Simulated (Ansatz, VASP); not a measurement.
This is a calculation of ZnS (Wurtzite-2H) for VASP 6.6.1.

INCAR

```
SYSTEM = ZnS
ALGO = Fast
EDIFF = 1E-7
ENCUT = 520
GGA = PE
ISIF = 2
ISMEAR = 0
LASPH = .True.
LCHARG = .False.
LREAL = .False.
LWAVE = .False.
NELM = 100
PREC = Accurate
SIGMA = 0.011
```

The input KPOINTS:

```
k-points
0
Gamma
  8 8 5
  0 0 0
```

POSCAR

```
ZnS
1.0
    3.8110000000      0.0000000000      0.0000000000
   -1.9055000000      3.3004228138      0.0000000000
    0.0000000000      0.0000000000      6.2340000000
Zn S
2 2
Direct
    0.6666666667      0.3333333333      0.5000000000
    0.3333333333      0.6666666667      0.0000000000
    0.6666666667      0.3333333333      0.8850000000
    0.3333333333      0.6666666667      0.3850000000
```

Potentials or basis: VASP PAW PBE potentials, release 64 (Zn, S).

Launch:

```sh
$ cat potpaw_PBE.64/Zn/POTCAR potpaw_PBE.64/S/POTCAR > POTCAR
$ mpirun -np 1 vasp_std > vasp.out
```

Question: Translate it to Ansatz 0.2.0. Potentials there: Ansatz PAW.

Answer: As run (the cutoff follows the program's own potentials):

Contents of input.yaml:

```yaml
crystal:
  lattice:
    - [3.811, 0.0, 0.0]
    - [-1.9055, 3.3004228138, 0.0]
    - [0.0, 0.0, 6.234]
  atoms:
    - { symbol: Zn, position: [0.6666666667, 0.3333333333, 0.5] }
    - { symbol: Zn, position: [0.3333333333, 0.6666666667, 0.0] }
    - { symbol: S, position: [0.6666666667, 0.3333333333, 0.885] }
    - { symbol: S, position: [0.3333333333, 0.6666666667, 0.385] }
hamiltonian:
  xc: pbe
  pseudopotentials: { kind: paw }
kpoints:
  mp_grid: { grid: [8, 8, 5] }
scf:
  occupations: { method: gaussian, width: 0.011 }
output:
  forces: true
  stress: true
  eigenvalues: true
```

Potentials or basis: Ansatz PAW.

Command:

```bash
$ ansatz run input.yaml --threads 2 --pin off --max-ram 5632MiB --backend cpu --events-out ev --progress --plain --runs-dir out
```

Both were run:

|  | VASP | Ansatz | Ansatz less VASP |
| --- | --- | --- | --- |
| gap on the k mesh at the Fermi level (eV) | 2.25 | 2.25 | -0.006 |
| least direct gap on the mesh (eV) | 2.25 | 2.25 | -0.006 |
| pressure (GPa) | 2.5 | 2.3 | -0.16 |
| largest component of the traceless stress (GPa) | 1.37 | 1.35 | -0.023 |
| rms of the force components (eV/Å) | 0.186 | 0.184 | -0.0019 |

Atom by atom the forces differ by 0.002 eV/Å (rms over components).

Caveats: odd divisions of the mesh miss points on the zone boundary, where band edges often lie, so the gap on the mesh can be too wide (Ansatz). As with any semilocal functional, this PBE gap is likely too small.
